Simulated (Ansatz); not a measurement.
**InP (h-MgO (five-fold) type): testing the settings of Wannier runs**

Aim: run 3 Wannier inputs for InP (h-MgO (five-fold) type) as typed, and read from each log whether it ends well.

Computed with Ansatz 0.2.0 (plane waves, PAW; the settings change from run to run, as each input shows, unless a step's input says otherwise).

2 further runs of the same task are left out: 2 that didn't finish.

## 1. Starting point

It takes space group P6_3/mmc (No. 194, hexagonal). Conventional cell: a = 4.393 Å, b = 4.393 Å, c = 5.973 Å, α = 90.00°, β = 90.00°, γ = 120.00°. In (site symmetry -6m2) is surrounded by 3 P at 2.54 Å. P (site symmetry -6m2) is surrounded by 3 In at 2.54 Å.

Coordinates:

```
In P
1.0
     4.39311    0.00000    0.00000
    -2.19655    3.80454    0.00000
     0.00000    0.00000    5.97350
In P
2 2
Direct
  0.33333 0.66667 0.25000
  0.66667 0.33333 0.75000
  0.66667 0.33333 0.25000
  0.33333 0.66667 0.75000
```

The cell was relaxed beforehand with r2SCAN; those runs aren't shown. No run includes spin-orbit coupling, which matters for In.

## 2. Input 1

Input file input.yaml:

```yaml
crystal:
  lattice:
    - [4.3931098374, 0.0, 0.0]
    - [-2.1965549187, 3.8045447208, 0.0]
    - [0.0, 0.0, 5.9734965522]
  atoms:
    - { symbol: In, position: [0.3333333333, 0.6666666667, 0.25] }
    - { symbol: In, position: [0.6666666667, 0.3333333333, 0.75] }
    - { symbol: P, position: [0.6666666667, 0.3333333333, 0.25] }
    - { symbol: P, position: [0.3333333333, 0.6666666667, 0.75] }
kpoints:
  mp_grid: { grid: [6, 6, 4] }
  band_path:
    path:
      - [[0.0, 0.0, 0.0], [0.5, 5.900857874212e-17, 0.0], [0.3333333333333, 0.3333333333333, 0.0], [0.0, 0.0, 0.0], [0.0, 0.0, 0.5], [0.5, 5.900857874212e-17, 0.5], [0.3333333333333, 0.3333333333333, 0.5], [0.0, 0.0, 0.5]]
      - [[0.5, 5.900857874212e-17, 0.5], [0.5, 5.900857874212e-17, 0.0]]
      - [[0.3333333333333, 0.3333333333333, 0.5], [0.3333333333333, 0.3333333333333, 0.0]]
    npoints: 10
hamiltonian:
  xc: r2scan
scf:
  occupations: { method: fermi_dirac, width: 0.02 }
  n_extra_bands: 6
output:
  forces: false
  stress: false
  eigenvalues: true
  wannier:
    kmesh: [6, 6, 4]
    projections: [{ species: P, l: p, shell: 3 }]
    minimise: true
    write_hr: true
    conv_tol: 1.0e-08
    max_iter: 3000
```

Started as:

```console
$ ansatz run input.yaml --threads 4 --pin off --max-ram 3686MiB --backend cpu --events-out ev --progress --plain --runs-dir out
```

What it wrote (excerpt; [...] marks lines left out):

```text
Warning: RAYON_NUM_THREADS=4 ignored (pool sized by the plan → 4); use --threads N
scf.n_extra_bands = 6 over 18 filled bands (N_el = 36.0): the run solves 24 bands
[...]
Pseudopotentials: kind: paw
Pseudopotential: In, paw, valence charge 13, recommended cutoff 500 eV (meta_gga), In.paw.azcp
Pseudopotential: P, paw, valence charge 5, recommended cutoff 500 eV (meta_gga), P.paw.azcp
Functional definition: r2SCAN
[...]
Crystal: 4 atoms, lattice volume = 99.840 Å³
Basis set: ecut = 500 eV, 2529 PW (Γ), exchange–correlation on 144×144×180 points (64 copies of the dense FFT grid, shifted against one another)
Bands: 24, of which v1, the nominal top of the filled ones, is band 18 counted from 1 (17 counted from 0)
Symmetry: 24 space group operations
Space group: P63/mmc (ITA 194), of the structure as read, at distance tolerance 4.6e-5 Å
k-points: 21 of 144
[...]
SCF iter   1: F=—  HF=-12742.353843 eV  |F-HF|=—  |Δ(HF+E_count)|=         —  Δρ=7.34e-3  dr2=3.03e-2  dr2_τ=1.81e-2  ethr=1.77e-3  ⟨swp⟩=7.7  Hψ=2878  notcnv=0
[...]
SCF iter   6: F=-12742.380845 eV  HF=-12742.380845 eV  |F-HF|=8.05e-8  |Δ(HF+E_count)|=   1.22e-6  Δρ=7.78e-6  dr2=2.99e-8  dr2_τ=1.37e-9  ethr=2.78e-10  ⟨swp⟩=7.7  Hψ=2179  notcnv=0
[...]
NSCF: frozen V_eff on 93 k-points
NSCF: frozen V_eff on 25 k-points
WARN: eigensolver did not converge in 10 slots of this pass, the one above among them; of largest residual over every band (k=6): 2 band(s) unlocked (lowest unlocked band 22, counted from 0; max residual 7.21e-4 eV among the unlocked bands, 7.21e-4 eV over every band); of lowest unlocked [...]
the Wannier pass solved 25 of the 144 points of its mesh, and has the states at the others by symmetry: states obtained by the crystal's operations at points that were solved too leave a residual of 1.70e-13 eV (read by the count's bands and the next), within 5.56e-6 eV
NSCF: frozen V_eff on 25 k-points
the Wannier pass solved 25 of the 144 points of its mesh, and has the states at the others by symmetry: states obtained by the crystal's operations at points that were solved too leave a residual of 2.58e-13 eV (read by the count's bands and the next), within 5.56e-6 eV
SCF converged after 6 iterations
Free energy (F): -12742.380845 eV
[...]
E sigma→0 (E₀):  -12742.380038 eV
Entropy (-TS):   -0.001615 eV (-0.404 meV/atom)
Fermi energy:    7.192404 eV
[...]
--- Band table (eV; the first three rows and the last of 21) ---
  k-point 0: bands = ["-8.1058", "-7.9199", "-7.9199", "-7.9195", "-7.9195", "-7.8756", "-7.8154", "-7.8154", "-7.7384", "-7.7384", "-4.9528", "-2.5006", "2.4764", "5.2179", "5.2179", "5.8559", "6.6142", "6.6142", "7.5014", "8.0673", "10.6411", "10.6411", "12.4757", "12.4757"]
[...]
Wannier search: line search 1 of at most 3000: gauge-dependent spread (as the search counts it) 0.8480218 Å², largest recent change 1.1e-1 Å² and fall left 8.6e-5 Å² against conv_tol 1.0e-8 Å², 0 stops escaped
```

Wall time 18 s (4 threads of Arm Neoverse N1, shared host); peak memory 0.67 GiB.

The run ended, but the log doubts its result. The cause: the eigensolver left some bands unconverged. The analysis is set aside.

## 3. Input 2

input.yaml: that of step 2 with these lines changed.

```diff
@@ -19,6 +19,6 @@
 hamiltonian:
-  xc: r2scan
+  xc: pbe
 scf:
   occupations: { method: fermi_dirac, width: 0.02 }
-  n_extra_bands: 6
+  n_extra_bands: 16
 output:
@@ -28,4 +28,8 @@
   wannier:
-    kmesh: [6, 6, 4]
-    projections: [{ species: P, l: p, shell: 3 }]
+    kmesh: [1, 1, 1]
+    projections:
+      - { species: P, l: s, shell: 3 }
+      - { species: P, l: p, shell: 3 }
+      - { species: In, l: s, shell: 5 }
+      - { species: In, l: p, shell: 5 }
     minimise: true
@@ -33,2 +37,7 @@
     conv_tol: 1.0e-08
-    max_iter: 3000
+    max_iter: 1000
+    disentanglement: { window: [-18.67, 23.33], frozen_window: [-0.67, 8.83] }
+  write_density: true
+  write_potential: true
+  elf: true
+  volumetric_format: npy
```

Started as:

```console
$ ansatz run input.yaml --threads 4 --pin off --max-ram 3686MiB --backend cpu --events-out ev --progress --plain --runs-dir out
```

What it wrote:

```text
Warning: RAYON_NUM_THREADS=4 ignored (pool sized by the plan → 4); use --threads N
scf.n_extra_bands = 16 over 18 filled bands (N_el = 36.0): the run solves 34 bands
Engine: ansatz 0.2.0, aarch64-unknown-linux-gnu
[... 1 set-up line as earlier in the session ...]
Pseudopotential: In, paw, valence charge 13, recommended cutoff 420 eV (normal), In.paw.azcp
Pseudopotential: P, paw, valence charge 5, recommended cutoff 420 eV (normal), P.paw.azcp
Functional definition: PBE
  parameter kappa = 0.804
  parameter beta = 0.06672455060314922
  exchange = pbe_x(kappa = kappa, mu = beta*pi^2/3)
  correlation = pbe_c(beta = beta)
Crystal: 4 atoms, lattice volume = 99.840 Å³
Basis set: ecut = 420 eV, 1945 PW (Γ)
Bands: 34, of which v1, the nominal top of the filled ones, is band 18 counted from 1 (17 counted from 0)
[... 2 set-up lines as earlier in the session ...]
k-points: 21 of 144
Non-local potential: In, projectors of the file, l = 0: 2, l = 1: 2, l = 2: 2, l = 3: 2
Non-local potential: P, projectors of the file, l = 0: 2, l = 1: 2, l = 2: 2
PAW form: soft (Blöchl's): semilocal exchange-correlation on the pseudo side does not see the compensation charge
PAW one-centre angular grid: In, 590 points (default); XC on 64 Gauss nodes
PAW one-centre angular grid: P, 110 points (default); XC on 64 Gauss nodes
Initial density: superposition of atomic densities (neutral atoms: chi_scale 0, normalization atom), corrected by the library's trained network
Initial wavefunctions: pseudopotential atomic-orbital guess
Functional: x = pbe(κ = 0.804, μ = 0.2195149727645171), c = pbe(β = 0.06672455060314922)
SCF iter   1: F=—  HF=-12706.995707 eV  |F-HF|=—  |Δ(HF+E_count)|=         —  Δρ=1.71e-3  dr2=2.87e-3  ethr=1.77e-3  ⟨swp⟩=8.1  Hψ=4269  notcnv=0  defer=65
preconditioner: auto → LDOS  [insulator: Δε(μ)=0.136 eV  Ē_g=17.615 eV  σ=0.020 eV  W_gap=0.78  n_scr=22 (ndim 8)  ℏωp=22.3 eV  f_vac=0.048  D(μ)=1.17/eV (n_scr^D=2)  ε∞_Penn≈2.6  β→1.0]
SCF iter   2: F=—  HF=-12706.993314 eV  |F-HF|=—  |Δ(HF+E_count)|=   2.39e-3  Δρ=1.38e-3  dr2=1.30e-3  ethr=7.99e-6  ⟨swp⟩=3.0  Hψ=1581  notcnv=0  defer=174
SCF iter   3: F=—  HF=-12706.992781 eV  |F-HF|=—  |Δ(HF+E_count)|=   5.34e-4  Δρ=1.56e-4  dr2=1.66e-5  ethr=3.62e-6  ⟨swp⟩=2.1  Hψ=915  notcnv=0  defer=174
SCF iter   4: F=—  HF=-12706.992799 eV  |F-HF|=—  |Δ(HF+E_count)|=   1.87e-5  Δρ=4.84e-5  dr2=2.52e-6  ethr=4.60e-8  ⟨swp⟩=3.0  Hψ=993  notcnv=0  defer=174
SCF iter   5: F=—  HF=-12706.992800 eV  |F-HF|=—  |Δ(HF+E_count)|=   1.02e-6  Δρ=2.64e-5  dr2=5.35e-7  ethr=6.99e-9  ⟨swp⟩=2.0  Hψ=925  notcnv=0  defer=174
SCF iter   6: F=-12706.992800 eV  HF=-12706.992800 eV  |F-HF|=1.43e-8  |Δ(HF+E_count)|=   2.20e-7  Δρ=5.55e-6  dr2=2.08e-8  ethr=2.78e-10  ⟨swp⟩=8.5  Hψ=3845  notcnv=0
SCF 1 converged in 6 iterations: F = -12706.992800 eV  dr2 = 2.08e-8
NSCF: frozen V_eff on 93 k-points
NSCF: frozen V_eff on 1 k-points
NSCF: frozen V_eff on 1 k-points
SCF converged after 6 iterations
Free energy (F): -12706.992800 eV
Harris-Foulkes:  -12706.992800 eV  (|F-HF|=1.43e-8)
Internal energy: -12706.991128 eV  (E = F + TS)
E sigma→0 (E₀):  -12706.991964 eV
Entropy (-TS):   -0.001672 eV (-0.418 meV/atom)
Fermi energy:    7.355331 eV
--- Per-component energies (eV) ---
  E_band       = -100.738132
  E_kinetic    = 625.585930
  E_local      = -2775.500098  (includes V_loc(G=0)·N_el)
  E_nonlocal   = 803.593128
  E_hartree    = 1094.571468
  E_xc         = -552.249610
  E_vxc        = -318.502375  (∫ρ·V_xc dr)
  E_paw        = -9450.726035  (= ΣΔE_a)
  E_vpaw       = -625.049703  (= ΣTr[D̂ρ^β])
  E_aug_tail   = 0.000058  (compensation charges beyond the density's cutoff)
  E_ewald      = -2452.265968
  E_smearing   = -0.001672  (= −TS)
  E_closure    = -0.000000  (closes the sum)
  Σ components = -12706.992800   (vs F -12706.992800, Δ=0.00e0)
--- Band table (eV; the first three rows and the last of 21) ---
  k-point 0: bands = ["-7.3646", "-7.2120", "-7.2120", "-7.2110", "-7.2110", "-7.1535", "-7.1046", "-7.1046", "-7.0281", "-7.0281", "-4.3192", "-1.9748", "2.7747", "5.4352", "5.4352", "5.7605", "6.7932", "6.7932", "7.6536", "7.7627", "10.5072", "10.5072", "12.2691", "12.2691", "14.1078", "14.1702", "14.4658", "14.4658", "15.9419", "16.3944", "16.3944", "16.6135", "17.2926", "19.9513"]
  k-point 1: bands = ["-7.3304", "-7.2172", "-7.2172", "-7.2150", "-7.2150", "-7.1800", "-7.0883", "-7.0883", "-7.0357", "-7.0357", "-4.0934", "-2.5213", "3.5135", "5.6134", "5.6134", "6.1187", "6.2611", "6.5765", "6.5765", "9.2288", "10.5561", "10.5561", "11.7467", "11.7467", "11.9588", "14.5424", "14.6204", "15.2154", "15.2154", "17.1786", "17.1786", "17.1878", "19.5720", "20.0423"]
  k-point 2: bands = ["-7.2514", "-7.2514", "-7.2202", "-7.2202", "-7.2202", "-7.2202", "-7.0581", "-7.0581", "-7.0581", "-7.0581", "-3.4390", "-3.4390", "4.7928", "4.7928", "6.0737", "6.0737", "6.0737", "6.0737", "7.9115", "7.9115", "10.9630", "10.9630", "10.9630", "10.9630", "12.6683", "12.6683", "15.5496", "15.5496", "16.8870", "16.8870", "16.8870", "16.8870", "20.4621", "20.4621"]
  k-point 20: bands = ["-7.2847", "-7.2847", "-7.1622", "-7.1622", "-7.1583", "-7.1583", "-7.0769", "-7.0769", "-7.0697", "-7.0697", "-2.1657", "-2.1657", "1.1126", "1.1126", "3.7438", "3.7438", "7.3295", "7.3295", "9.9555", "9.9555", "11.6760", "11.6760", "12.9028", "12.9028", "12.9753", "12.9753", "14.9737", "14.9737", "18.9638", "18.9638", "19.1972", "19.1972", "20.5691", "20.5691"]
Wannier search: line search 1 of at most 1000: gauge-dependent spread (as the search counts it) 5.4910087 Å², largest recent change 2.2e-1 Å² and fall left 2.7e-2 Å² against conv_tol 1.0e-8 Å², 0 stops escaped
WARN: <dir> 4 periodic images of 4 elements of H(R) lie 4.88e-4 to 1.95e-3 Å beyond their element's nearest image, near the 9.77e-4 Å window within which an element is shared among its images; whether they share it moves the interpolated H(k) by 3.4e-1 eV (Frobenius norm, root mean square over the Brillouin zone); at the model's own mesh points H(k) does not change
```

Run time: 6.3 s. Hardware: 4 threads of Arm Neoverse N1, shared host; peak memory 0.5 GiB.

The windows are typed on the program's own energy scale, on which the last band filled by count tops at 7.33 eV (the bands overlap, so it is not filled everywhere).

The head of wannier.spreads.toml:

```toml
omega_i_ang2 = 9.980534195241354
omega_d_ang2 = 0.020982570164461253
omega_od_ang2 = 2.8539343246534745
omega_total_ang2 = 12.85545109005929
least_projectability = 0.7127109781055654
b_vectors_match_mmn = true
n_iter = 90
converged = true
rejected_fitted_steps = 4
dis_converged = true
dis_n_iter = 187
dis_n_moved = 0
```

The functions (centres in Å, on-site energies from the highest level of the last filled band):

```tsv
n	x	y	z	spread (Å²)	on-site (eV)	nearest atoms	distance (Å)
1	2.291	1.505	2.010	0.652	-2.179	P3	0.58
2	0.310	1.877	4.480	0.763	-2.133	P4	0.73
3	2.291	1.504	0.977	0.652	-2.179	P3	0.58
4	2.687	0.635	1.493	0.781	-1.596	P3	0.80
5	1.598	0.865	1.493	0.750	-1.909	P3	0.72
6	-0.223	2.658	3.965	0.652	-2.111	P4	0.57
7	-0.223	2.658	4.995	0.652	-2.111	P4	0.57
8	0.622	2.953	4.480	0.771	-1.546	P4	0.75
9	1.004	2.616	1.493	0.906	-0.593	In1	1.01
10	1.969	1.058	3.747	0.894	1.152	In2	0.80
11	-0.253	2.690	2.233	0.890	1.155	In1	0.80
12	-0.253	2.690	0.754	0.890	1.155	In1	0.80
13	-0.055	1.590	1.493	0.906	-0.064	In1	0.95
14	1.969	1.058	5.213	0.894	1.152	In2	0.80
15	3.174	1.080	4.480	0.904	-0.307	In2	1.00
16	2.289	2.197	4.480	0.900	-0.289	In2	0.93
```

Along the path each interpolated band stays within 0.68, 0.74, 1.84, 1.25, 1.77, 1.69, 1.27, 1.45, 2.24, 2.59, 2.55, 2.26 and so on, 2.05 at most for the rest, eV of the nearest computed level, from the lowest band up; bands outside the frozen window needn't match, and between the mesh's points a coarse mesh lets the others stray too.

Misses of an eV or more mean that the model does not follow those bands.

**Diagnosis.** No error, yet the numbers are spoiled by the input. The Wannier mesh is a single point. Cure: use at least a few divisions an axis.

## 4. Input 3

input.yaml: that of step 3 with these lines changed.

```diff
@@ -28,3 +28,3 @@
   wannier:
-    kmesh: [1, 1, 1]
+    kmesh: [6, 6, 4]
     projections:
@@ -38,6 +38,2 @@
     max_iter: 1000
-    disentanglement: { window: [-18.67, 23.33], frozen_window: [-0.67, 8.83] }
-  write_density: true
-  write_potential: true
-  elf: true
-  volumetric_format: npy
+    disentanglement: { window: [-14.92, 19.78], frozen_window: [0.64, 8.27] }
```

Started as:

```console
$ ansatz run input.yaml --threads 4 --pin off --max-ram 3686MiB --backend cpu --events-out ev --progress --plain --runs-dir out
```

What it wrote (excerpt; [...] marks lines left out):

```text
Warning: RAYON_NUM_THREADS=4 ignored (pool sized by the plan → 4); use --threads N
scf.n_extra_bands = 16 over 18 filled bands (N_el = 36.0): the run solves 34 bands
[...]
[... 4 set-up lines as earlier in the session ...]
[...]
Crystal: 4 atoms, lattice volume = 99.840 Å³
Basis set: ecut = 420 eV, 1945 PW (Γ)
Bands: 34, of which v1, the nominal top of the filled ones, is band 18 counted from 1 (17 counted from 0)
[... 2 set-up lines as earlier in the session ...]
k-points: 21 of 144
[...]
SCF iter   1: F=—  HF=-12706.995707 eV  |F-HF|=—  |Δ(HF+E_count)|=         —  Δρ=1.71e-3  dr2=2.87e-3  ethr=1.77e-3  ⟨swp⟩=8.1  Hψ=4269  notcnv=0  defer=65
[...]
WARN: eigensolver did not converge in 15 slots of this pass, the one above among them; of largest residual over every band (k=8): 2 band(s) unlocked (lowest unlocked band 32, counted from 0; max residual 5.77e-3 eV among the unlocked bands, 5.77e-3 eV over every band); of lowest unlocked [...]
the Wannier pass solved 25 of the 144 points of its mesh, and has the states at the others by symmetry: states obtained by the crystal's operations at points that were solved too leave a residual of 2.46e-13 eV (read by the count's bands and the next), within 5.56e-6 eV
NSCF: frozen V_eff on 25 k-points
the Wannier pass solved 25 of the 144 points of its mesh, and has the states at the others by symmetry: states obtained by the crystal's operations at points that were solved too leave a residual of 4.50e-13 eV (read by the count's bands and the next), within 5.56e-6 eV
SCF converged after 6 iterations
Free energy (F): -12706.992800 eV
[...]
E sigma→0 (E₀):  -12706.991964 eV
Entropy (-TS):   -0.001672 eV (-0.418 meV/atom)
Fermi energy:    7.355331 eV
[...]
--- Band table (eV; the first three rows and the last of 21) ---
[...]
Wannier search: line search 1 of at most 1000: gauge-dependent spread (as the search counts it) 12.5270240 Å², largest recent change 4.6e0 Å² and fall left 1.5e-2 Å² against conv_tol 1.0e-8 Å², 0 stops escaped
```

Run time: 19 s. Hardware: 4 threads of Arm Neoverse N1, shared host; peak memory 0.6 GiB.

The run ended, but the log doubts its result. The cause: the eigensolver left some bands unconverged. The analysis is set aside.

## 5. How the runs ended

```tsv
input	settings	ended	result	fault	time
1	r2SCAN, 6 functions, 6×6×4	ended with warnings		the eigensolver left some bands unconverged	18 s
2	PBE, 16 functions, 1×1×1, window -18.67 to 23.33 eV, frozen -0.67 to 8.83 eV	converged	spread 12.86 Å²	the Wannier mesh is a single point	6.3 s
3	PBE, 16 functions, 6×6×4, window -14.92 to 19.78 eV, frozen 0.64 to 8.27 eV	ended with warnings		the eigensolver left some bands unconverged	19 s
```

In words: 2 ended with warnings, 1 converged. These numbers test the settings; they aren't properties of the solid.
